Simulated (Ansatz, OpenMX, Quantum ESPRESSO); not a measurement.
# Au: programs and potentials compared

```xyz
6
Lattice="2.8226 0.0000 0.0000 -1.4113 2.5559 0.0000 0.0000 0.0000 27.2329" Properties=species:S:1:pos:R:3 pbc="T T T"
Au    0.0000    1.7108    7.5000
Au    1.4113    0.8451    9.9466
Au    0.0000    1.7108   12.3932
Au    1.4113    0.8451   14.8398
Au    0.0000    1.7108   17.2863
Au    1.4113    0.8451   19.7329
```

Alike in all runs: functional PBE; k mesh 11 × 11 × 1; occupations fermi-dirac, width 0.05 eV; no spin polarisation; no spin-orbit coupling.

| program and potentials | plane-wave cutoff (eV) | notes | largest force (eV/Å) |
| --- | --- | --- | --- |
| Ansatz, Ansatz PAW | 420 | 19 valence electrons an atom on average | 0.137 |
| Quantum ESPRESSO, PseudoDojo 0.4.1 SR PBE standard | 1034 | 19 valence electrons an atom on average | 0.122 |
| OpenMX, OpenMX 2013 PBE set, Au7.0-s3p2d2f1, grid cutoff 400 Ry | - | atomic basis; 17 valence electrons an atom on average | 0.162 |

Force on atom 6 (Au), eV/Å:

| program and potentials | x | y | z |
| --- | --- | --- | --- |
| Ansatz, Ansatz PAW | 0.000 | -0.014 | 0.136 |
| Quantum ESPRESSO, PseudoDojo 0.4.1 SR PBE standard | 0.000 | -0.014 | 0.121 |
| OpenMX, OpenMX 2013 PBE set, Au7.0-s3p2d2f1, grid cutoff 400 Ry | 0.001 | -0.014 | 0.161 |

Rows in atomic bases carry the error of their basis and grid, which can be large.

The functional is the same throughout but for its coding, so the spread measures potentials, basis and numerics; runs on potential files found faulty are left out.
